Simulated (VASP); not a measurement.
Cu, 4 atoms in the cell. Symmetry: P6_3/mmc, No. 194, hexagonal system. The conventional cell has a = 2.531 Å, b = 2.531 Å, c = 8.262 Å, α = 90.00°, β = 90.00°, γ = 120.00°. Cu (site symmetry -3m) has 12 Cu at 2.53 Å as nearest neighbours. Cu (site symmetry -6m2) is surrounded by 12 Cu at 2.53 Å. This isn't the form of Cu at room conditions, which is fcc.

| Quantity | Value |
| --- | --- |
| Program | VASP 6.6.1 |
| Task | relaxation of cell and atoms |
| Functional | r2SCAN |
| Dispersion | rVV10 |
| Potentials or basis | VASP PAW PBE potentials, release 64 (Cu) |
| Cutoff | 600 eV |
| k mesh | 18 × 18 × 6 |
| Occupations | gaussian, width 0.1 eV |
| Spin | no spin polarisation |
| Further INCAR settings | ALGO = Normal; EDIFF = 1e-07; IBRION = 2; EDIFFG = -0.005; NSW = 90; ISIF = 3 |

Potentials or basis: VASP PAW PBE potentials, release 64 (Cu).

Run with:

```bash
$ cat potpaw_PBE.64/Cu/POTCAR > POTCAR
$ mpirun -np 1 vasp_std > vasp.out
```

Hardware: 1 thread of Intel(R) Xeon(R) 6975P-C (Granite Rapids), with other jobs on the host.

Question: Estimate the wall time of this run.

Answer: It took 25 min on 1 thread of Intel(R) Xeon(R) 6975P-C (Granite Rapids), with other jobs on the host, peak memory 0.4 GiB. Counts: scf iterations 51, k points 148, ion steps 4.
